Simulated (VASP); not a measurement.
# Bi (Im-3m) in VASP: notebook

The runs below take Bi through single point, relaxation of cell and atoms, with r2SCAN.

All numbers are computed with VASP 6.6.1; they aren't measurements. Logs are shortened: lines on timing, memory, paths and dates and some standing lists are left out, and cuts for length are marked.

## (1) The structure

Symmetry: Im-3m, No. 229, cubic system. The conventional cell has a = 3.985 Å, b = 3.985 Å, c = 3.985 Å, α = 90.00°, β = 90.00°, γ = 90.00°. Bi (site symmetry m-3m) has 8 Bi at 3.45 Å as nearest neighbours.

This isn't the form of Bi at room conditions, which is rhombohedral.

## (2) Single point, r2SCAN

POSCAR

```
Bi
1.0
   -1.9927035239      1.9927035239      1.9927035239
    1.9927035239     -1.9927035239      1.9927035239
    1.9927035239      1.9927035239     -1.9927035239
Bi
1
Direct
    0.0000000000      0.0000000000      0.0000000000
```

INCAR.step1

```
  PREC = Accurate
  ENCUT = 520
  ISMEAR = 1
  SIGMA = 0.05
  LREAL = False
  LASPH = True
  NELM = 100
  NBANDS = 14
  GGA = PE
  ALGO = Normal
  EDIFF = 1E-4
  LWAVE = True
  LCHARG = False
```

INCAR.step2

```
  PREC = Accurate
  ENCUT = 520
  EDIFF = 1E-6
  ISMEAR = 1
  SIGMA = 0.05
  LREAL = False
  LASPH = True
  NELM = 100
  ALGO = Normal
  ISIF = 2
  LWAVE = False
  LCHARG = False
  METAGGA = R2SCAN
  LMIXTAU = True
  NBANDS = 14
  ISTART = 1
```

KPOINTS

```
Automatic mesh
0
Gamma
  7 7 7
```

Potentials or basis: VASP PAW PBE potentials, release 64 (Bi_d).

Launch:

```sh
cat potpaw_PBE.64/Bi_d/POTCAR > POTCAR
cp INCAR.step1 INCAR
mpirun -np 1 vasp_std > vasp.out
cp INCAR.step2 INCAR
mpirun -np 1 vasp_std > vasp.out
```

OUTCAR:

```text
PREC = Accurate
   ENCUT = 520
   EDIFF = 1E-6
   ISMEAR = 1
   LREAL = False
   LASPH = True
   NELM = 100
   ISIF = 2
   METAGGA = R2SCAN
   ISTART = 1

 ion  position               nearest neighbor table
   1  0.000  0.000  0.000-

  LATTYP: Found a body centered cubic cell.
 ALAT       =     3.9854070478

  Lattice vectors:

 A1 = (  -1.9927035239,   1.9927035239,   1.9927035239)
 A2 = (   1.9927035239,  -1.9927035239,   1.9927035239)
 A3 = (   1.9927035239,   1.9927035239,  -1.9927035239)

Analysis of symmetry for initial positions (statically):
=====================================================================
 Subroutine PRICEL returns:
 Original cell was already a primitive cell.

 Routine SETGRP: Setting up the symmetry group for a
 body centered cubic supercell.

 Subroutine GETGRP returns: Found 48 space group operations
 (whereof 48 operations were pure point group operations)
 out of a pool of 48 trial point group operations.

The static configuration has the point symmetry O_h .

Analysis of symmetry for dynamics (positions and initial velocities):
=====================================================================
 Subroutine PRICEL returns:
 Original cell was already a primitive cell.

 Routine SETGRP: Setting up the symmetry group for a
 body centered cubic supercell.

 Subroutine GETGRP returns: Found 48 space group operations
 (whereof 48 operations were pure point group operations)
 out of a pool of 48 trial point group operations.

The dynamic configuration has the point symmetry O_h .

 Subroutine INISYM returns: Found 48 space group operations
 (whereof 48 operations are pure point group operations),
 and found     1 'primitive' translations

----------------------------------------------------------------------------------------

                                     Primitive cell

  volume of cell :      31.6510

  direct lattice vectors                    reciprocal lattice vectors
    -1.992703524  1.992703524  1.992703524     0.000000000  0.250915399  0.250915399
     1.992703524 -1.992703524  1.992703524     0.250915399  0.000000000  0.250915399
     1.992703524  1.992703524 -1.992703524     0.250915399  0.250915399  0.000000000

  length of vectors
     3.451463748  3.451463748  3.451463748     0.354847960  0.354847960  0.354847960

  position of ions in fractional coordinates (direct lattice)
     0.000000000  0.000000000  0.000000000
[... 79 lines left out ...]
   POTIM  = 0.5000    time-step for ionic-motion
   TEBEG  =    0.0;   TEEND  =   0.0 temperature during run
   PSTRESS=    0.0 pullay stress
   NELECT =      15.0000    total number of electrons
   NUPDOWN=      -1.0000    fix difference up-down
   EMIN   =  10.00;   EMAX   =-10.00  energy-range for DOS
   EFERMI =   0.00;   METHOD = LEGACY
   ISMEAR =     1;   SIGMA  =   0.05  broadening in eV -4-tet -1-fermi 0-gaus
   EFERMI_NEDOS =   21; number of points for ismear=-14 and -15
   IALGO  =     38    algorithm
   IMIX   =      4    mixing-type and parameters
     AMIX     =   0.40;   BMIX     =  1.00
     AMIX_MAG =   1.60;   BMIX_MAG =  1.00
  volume/ion in A,a.u.               =      31.65       213.59
  Fermi-wavevector in a.u.,A,eV,Ry     =   1.276368  2.411986 22.165458  1.629115
  Thomas-Fermi vector in A             =   2.409028
   LORBIT       =      0    0 simple, 1 ext, 2 COOP (PROOUT), +10 PAW based schemes
   METAGGA = R2SCAN    functional components
   LHFCALC =     F    Hartree Fock is set to
   AEXX    =    0.0000 exact exchange contribution
   IVDW    =     0    specifies the selected vdW correction
   LEPSILON=     F    determine dielectric tensor
   LRPA    =     F    only Hartree local field effects (RPA)
 non-spin polarized calculation
 Methfessel and Paxton  Order N= 1 SIGMA  =   0.05
  energy-cutoff  :      520.00
  volume of cell :       31.65
 maximum number of plane-waves:       887
 NGX is ok and might be reduce to    28
   NGX = 13   NGY = 13   NGZ = 13

 number of electron      14.9999999 magnetization

 Free energy of the ion-electron system (eV)
  ---------------------------------------------------
  ext. energy  EPLUGINS =         0.00000000
  ---------------------------------------------------
  free energy    TOTEN  =       -58.22434215 eV

  energy without entropy =      -58.22355977  energy(sigma->0) =      -58.22408136

 E-fermi :   7.5438     XC(G=0): -10.9687

 val. band max:        7.5022192050   @ k =   0.4286   0.1429   0.0000
 cond. band min:       7.5473728652   @ k =  -0.4286   0.4286   0.2857
 fundamental gap:      0.0451536602
 Fermi energy:         7.5438048237

 k-point     1 :       0.0000    0.0000    0.0000
  band No.  band energies     occupation
      1     -16.0924      2.00000
      2     -16.0924      2.00000
      3     -16.0924      2.00000
      4     -15.9565      2.00000
      5     -15.9565      2.00000
      6      -6.3746      2.00000
      7      12.8408      0.00000
      8      12.8408      0.00000
      9      12.8408      0.00000
     10      17.5150      0.00000
     11      18.9008      0.00000
     12      18.9008      0.00000
     13      18.9008      0.00000
     14      19.6944      0.00000
[... 309 lines left out ...]
      1     -16.0927      2.00000
      2     -16.0856      2.00000
      3     -15.9029      2.00000
      4     -15.9029      2.00000
      5     -15.9002      2.00000
      6      -1.3544      2.00000
      7       5.4937      2.00000
      8       5.9240      2.00000
      9       5.9240      2.00000
     10      11.8009      0.00000
     11      12.7619      0.00000
     12      23.3250      0.00000
     13      24.9504      0.00000
     14      24.9504      0.00000

------------------------ aborting loop because EDIFF is reached ----------------------------------------

  FORCE on cell =-STRESS in cart. coord.  units (eV):
  Direction    XX          YY          ZZ          XY          YZ          ZX
  --------------------------------------------------------------------------------------
  -------------------------------------------------------------------------------------
  Total       -0.0097586     -0.0097586     -0.0097586      0.0000000      0.0000000      0.0000000
  in kB       -0.4939796     -0.4939796     -0.4939796      0.0000000      0.0000000      0.0000000
  external PRESSURE =      -0.4939796 kB  Pullay stress =       0.0000000 kB

 VOLUME and BASIS-vectors are now :
 -----------------------------------------------------------------------------
  energy-cutoff  :      520.00
  volume of cell :       31.65
      direct lattice vectors                 reciprocal lattice vectors
    -1.992703524  1.992703524  1.992703524     0.000000000  0.250915399  0.250915399
     1.992703524 -1.992703524  1.992703524     0.250915399  0.000000000  0.250915399
     1.992703524  1.992703524 -1.992703524     0.250915399  0.250915399  0.000000000

 POSITION                                       TOTAL-FORCE (eV/Angst)
 -----------------------------------------------------------------------------------
      0.00000      0.00000      0.00000         0.000000      0.000000     -0.000000
 -----------------------------------------------------------------------------------
    total drift:                               -0.000000     -0.000000     -0.000000

  FREE ENERGIE OF THE ION-ELECTRON SYSTEM (eV)
  ---------------------------------------------------
  free  energy   TOTEN  =       -58.2243421534 eV

  energy  without entropy=      -58.2235597665  energy(sigma->0) =      -58.22408136
```

Wall time 31 s (1 thread of Intel Xeon Platinum 8488C (Sapphire Rapids), shared host); peak memory 0.16 GiB.

What came out:

```
Free energy            : -58.2243 eV
Pressure               : 0.0 GPa
Band gap on the k mesh : none (metal or under the smearing width)
```

Levels at points of the mesh, in eV from the Fermi level:
| k point | band 3 | band 4 | band 5 | band 6 | band 7 | band 8 | band 9 | band 10 | band 11 | band 12 |
| --- | --- | --- | --- | --- | --- | --- | --- | --- | --- | --- |
| (0.00, 0.00, 0.00) | -23.64 | -23.50 | -23.50 | -13.92 | 5.30 | 5.30 | 5.30 | 9.97 | 11.36 | 11.36 |

Caveat: the PAW data sets were made with another functional, which shifts forces and pressure a little; spin-orbit coupling is left out, which moves the levels of the heavy elements.

## (3) Relaxation of cell and atoms, r2SCAN

This run uses another cell than the first one, of 31.12 Å³/atom, 0.983 times its volume.

POSCAR

```
Bi
1.0
   -1.9814310000      1.9814310000      1.9814310000
    1.9814310000     -1.9814310000      1.9814310000
    1.9814310000      1.9814310000     -1.9814310000
Bi
1
Direct
    0.0000000000      0.0000000000      0.0000000000
```

INCAR.step1

```
  PREC = Accurate
  ENCUT = 600
  ISMEAR = 1
  SIGMA = 0.05
  LREAL = F
  LASPH = T
  NELM = 100
  GGA = PE
  ALGO = Normal
  EDIFF = 1E-4
  LWAVE = T
  LCHARG = F
```

INCAR.step2

```
  PREC = Accurate
  ENCUT = 600
  EDIFF = 1E-6
  ISMEAR = 1
  SIGMA = 0.05
  LREAL = F
  LASPH = T
  NELM = 100
  ALGO = Normal
  ISIF = 3
  LWAVE = F
  LCHARG = F
  METAGGA = R2SCAN
  LMIXTAU = T
  IBRION = 2
  NSW = 60
  EDIFFG = -0.02
  ISTART = 1
```

KPOINTS is that of step 2.

Potentials or basis: VASP PAW PBE potentials, release 64 (Bi_d).

Launch:

```sh
cat potpaw_PBE.64/Bi_d/POTCAR > POTCAR
cp INCAR.step1 INCAR
mpirun -np 1 vasp_std > vasp.out
cp INCAR.step2 INCAR
mpirun -np 1 vasp_std > vasp.out
```

OUTCAR:

```text
PREC = Accurate
   ENCUT = 600
   EDIFF = 1E-6
   ISMEAR = 1
   LREAL = F
   LASPH = T
   NELM = 100
   ISIF = 3
   METAGGA = R2SCAN
   IBRION = 2
   NSW = 60
   EDIFFG = -0.02
   ISTART = 1

 ion  position               nearest neighbor table
   1  0.000  0.000  0.000-

  LATTYP: Found a body centered cubic cell.
 ALAT       =     3.9628620000

  Lattice vectors:

 A1 = (  -1.9814310000,   1.9814310000,   1.9814310000)
 A2 = (   1.9814310000,  -1.9814310000,   1.9814310000)
 A3 = (   1.9814310000,   1.9814310000,  -1.9814310000)

Analysis of symmetry for initial positions (statically):
=====================================================================
 Subroutine PRICEL returns:
 Original cell was already a primitive cell.

 Routine SETGRP: Setting up the symmetry group for a
 body centered cubic supercell.

 Subroutine GETGRP returns: Found 48 space group operations
 (whereof 48 operations were pure point group operations)
 out of a pool of 48 trial point group operations.

The static configuration has the point symmetry O_h .

Analysis of symmetry for dynamics (positions and initial velocities):
[... 148 lines left out ...]
  ---------------------------------------------------
  ext. energy  EPLUGINS =         0.00000000
  ---------------------------------------------------
  free energy    TOTEN  =       -58.22265728 eV

  energy without entropy =      -58.22213214  energy(sigma->0) =      -58.22248224

------------------------ aborting loop because EDIFF is reached ----------------------------------------

  FORCE on cell =-STRESS in cart. coord.  units (eV):
  Direction    XX          YY          ZZ          XY          YZ          ZX
  --------------------------------------------------------------------------------------
  -------------------------------------------------------------------------------------
  Total        0.1886008      0.1886008      0.1886008      0.0000000      0.0000000     -0.0000000
  in kB        9.7108484      9.7108484      9.7108484      0.0000000      0.0000000     -0.0000000
  external PRESSURE =       9.7108484 kB  Pullay stress =       0.0000000 kB
[... 57 lines left out ...]
--------------------------------------- Ionic step        3  -------------------------------------------

 number of electron      14.9999999 magnetization

 Free energy of the ion-electron system (eV)
  ---------------------------------------------------
  ext. energy  EPLUGINS =         0.00000000
  ---------------------------------------------------
  free energy    TOTEN  =       -58.22430047 eV

  energy without entropy =      -58.22350977  energy(sigma->0) =      -58.22403691

 E-fermi :   7.5389     XC(G=0): -10.9667

 val. band max:        7.4975562353   @ k =   0.4286   0.1429   0.0000
 cond. band min:       7.5423449282   @ k =  -0.4286   0.4286   0.2857
 fundamental gap:      0.0447886929
 Fermi energy:         7.5388555944

 k-point     1 :       0.0000    0.0000    0.0000
  band No.  band energies     occupation
      1     -16.0967      2.00000
      2     -16.0967      2.00000
      3     -16.0967      2.00000
      4     -15.9610      2.00000
      5     -15.9610      2.00000
      6      -6.3769      2.00000
      7      12.8332      0.00000
      8      12.8332      0.00000
      9      12.8332      0.00000
     10      17.5055      0.00000
     11      18.8963      0.00000
[... 292 lines left out ...]
  FREE ENERGIE OF THE ION-ELECTRON SYSTEM (eV)
  ---------------------------------------------------
  free  energy   TOTEN  =       -58.2243004741 eV

  energy  without entropy=      -58.2235097727  energy(sigma->0) =      -58.22403691

 reached required accuracy - stopping structural energy minimisation
```

It took 64 s on 1 thread of Intel Xeon Platinum 8488C (Sapphire Rapids), shared host; peak memory 0.16 GiB.

Results:

```yaml
Free_energy: -58.2243 eV
Relaxed_volume: 31.66 Å³/atom
Relaxed_cell: a = 3.452 Å, b = 3.452 Å, c = 3.452 Å, α = 109.47°, β = 109.47°, γ = 109.47°
Space_group_after_relaxing_to_0.05_Å: Im-3m (No. 229)
Energy_gained_by_relaxing: 1.6 meV/atom
Ionic_steps: 3
Pressure_after_relaxing: 0.0 GPa
Band_gap_on_the_k_mesh: none (metal or under the smearing width)
```

Step by step:
| step | energy change (eV) | largest force (eV/Å) | pressure (GPa) | volume (Å³) |
| --- | --- | --- | --- | --- |
| 1 | 0.0000 | 0.0000 | 0.97 | 31.12 |
| 2 | -0.0011 | 0.0000 | -0.52 | 31.97 |
| 3 | -0.0016 | 0.0000 | 0.00 | 31.66 |

Final structure:
```yaml
crystal:
  lattice:
    - [-1.99295, 1.99295, 1.99295]
    - [1.99295, -1.99295, 1.99295]
    - [1.99295, 1.99295, -1.99295]
  atoms:
    - { symbol: Bi, position: [0.00000, 0.00000, 0.00000] }
```

Caveat: the PAW data sets were made with another functional, which shifts forces and pressure a little; spin-orbit coupling is left out, which moves the levels of the heavy elements.
